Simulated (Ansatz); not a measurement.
TaN: do the settings matter for the field gradients?

Cell: a structure deposited in the COD, taken as it stands.

```xyz
2
Lattice="2.9380 0.0000 0.0000 -1.4690 2.5444 0.0000 0.0000 0.0000 2.8830" Properties=species:S:1:pos:R:3 pbc="T T T"
Ta    0.0000    1.6963    1.4415
N     0.0000    0.0000    0.0000
```

Atom numbers follow the list; atoms alike are taken as one site, whose name carries the number of the first.

Reference run. Level of theory: DFT, PBE, plane waves and PAW, scalar-relativistic, collinear spin, 420 eV cutoff, Γ-centred 18×18×16 k-points, Fermi–Dirac smearing 0.05 eV (Ansatz 0.2.0). Start moments as typed (μB): 2 on each Ta, none on the rest.

**Question.** The input is changed as follows: `magnetization`: {spin_polarized: true} → {spin_polarized: true, initial_magnetization: 1}; `scf.max_iter`: not typed → 50. What happens to V_zz (10²¹ V/m²) and η?

**Answer.** 

```tsv
site	atom	V_zz reference	η reference	V_zz changed	η changed
Ta	1	5.22	0.00	5.22	0.00
N	2	0.099	0.00	0.099	0.00
```

All printed values agree. SCF iterations: 10 and 10.

On the reference run: At this cell the principal stresses reach 5 GPa in size with PBE, which can matter for small gradients. The run finds no gap above 0.1 eV (a metal, or nearly one), so the gradients can move by 10 % or more with the k-mesh. Without spin–orbit coupling the gradients at and beside Ta can be off by some per cent, at some sites by more. With these PAW files V_zz is typically within 2 to 3 % of all-electron values, but misses above 10 % occur on Ta. Semilocal functionals make gaps too small and can close them, so the real compound need not be a metal. The start moments die out, and the run ends without spin.
